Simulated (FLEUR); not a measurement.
Runs of FLEUR MaX-R8.1 (later development tree) on Li2Se. It takes space group Fm-3m (No. 225, cubic). Conventional cell: a = 6.005 Å, b = 6.005 Å, c = 6.005 Å, α = 90.00°, β = 90.00°, γ = 90.00°. Around Se (site symmetry m-3m) lie 8 Li at 2.60 Å. Around Li (site symmetry -43m) lie 4 Se at 2.60 Å. 

| task | level | muffin-tin radii | max iterations | mixing factor | mixer | mixer history | gap on the mesh (eV) |
| --- | --- | --- | --- | --- | --- | --- | --- |
| single point | PBEsol | Se 2.5, Li 1.91 bohr | 60 | 0.05 | Anderson | 15 | 2.84 |
| band structure | r2SCAN | Se 2.58, Li 1.97 bohr | 80 | 0.05 | Anderson | 30 | (a) |
| band structure | PBEsol | Se 2.58, Li 1.97 bohr | 60 | 0.05 | Anderson | 15 | 2.84 |
| band structure | LDA | Se 2.58, Li 1.97 bohr | 60 | 0.05 | Anderson | 15 | 2.82 |

Alike in all rows: potentials or basis all-electron, FLAPW; no spin polarisation; cell as given; k mesh 8 × 8 × 8; smearing fermi-dirac 0.05 eV; kmax 4.1 1/bohr.

Q: Estimate the missing entries.

A: (a) 3.45.

Caveats: the meta-GGA is that of a development version, with a GGA for the radial functions and cores and without core tails (some runs).

A k mesh can miss the band edges, and the runs leave out spin-orbit coupling on Se.

Not every run made on this cell is shown here.
